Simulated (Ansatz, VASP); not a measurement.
# Ta2N: VASP beside Ansatz

INCAR

```
PREC = Accurate ; ENCUT = 520
EDIFF = 1E-6 ; ISMEAR = 0
SIGMA = 0.1 ; LREAL = False
LASPH = True ; NELM = 80
ALGO = Normal ; ISIF = 2
LWAVE = False ; LCHARG = False
GGA = PE ; NBANDS = 20
```

The input KPOINTS:

```
regular mesh
0
Gamma
  6 6 4
```

File POSCAR:

```
Ta2N
1.0
    3.1128615060      0.0000000000      0.0000000000
   -1.5564307530      2.6958171426      0.0000000000
    0.0000000000      0.0000000000      4.8698410000
Ta N
2 1
Direct
    0.6666666667      0.3333333333      0.7452890000
    0.3333333333      0.6666666667      0.2547110000
    0.0000000000      0.0000000000      0.0000000000
```

Input for Ansatz:

```yaml
crystal:
  lattice:
    - [3.112861506, 0.0, 0.0]
    - [-1.556430753, 2.6958171426, 0.0]
    - [0.0, 0.0, 4.869841]
  atoms:
    - { symbol: Ta, position: [0.6666666667, 0.3333333333, 0.745289] }
    - { symbol: Ta, position: [0.3333333333, 0.6666666667, 0.254711] }
    - { symbol: "N", position: [0.0, 0.0, 0.0] }
basis:
  ecutwfc: 420
kpoints:
  mp_grid: { grid: [6, 6, 4] }
hamiltonian:
  xc: pbe
scf:
  occupations: { method: gaussian, width: 0.1 }
  max_iter: 100
output:
  forces: true
  stress: true
  eigenvalues: true
```

Alike in both runs: task single point; functional PBE; k mesh 6 × 6 × 4; occupations gaussian, width 0.1 eV; no spin polarisation.

|  | VASP | Ansatz |
| --- | --- | --- |
| version | VASP 6.6.1 | Ansatz 0.2.0 |
| potentials or method | VASP PAW PBE potentials, release 64 (Ta_pv, N) | scalar-relativistic, plane waves, PAW |
| plane-wave cutoff (eV) | 520 | 420 |
| valence electrons in the cell | 27 | 31 |

```csv
,VASP,Ansatz,Ansatz less VASP
gap on the k mesh at the Fermi level (eV),none,none,-
pressure (GPa),-0.8,-1.2,-0.43
largest component of the traceless stress (GPa),0.33,0.41,+0.079
rms of the force components (eV/Å),0.111,0.131,+0.0198
```

Atom by atom the forces differ by 0.020 eV/Å (rms over components). A gap of «none» marks a metal or a gap that the smearing closes. The functional is the same, so the differences come from potentials, cutoffs and numerics. The two sets of potentials don't hold the same shells in valence.

Caveats: the k mesh is coarse (spacing up to 0.39 Å⁻¹), so the values aren't converged. Spin-orbit coupling is left out, which matters for the levels of Ta.
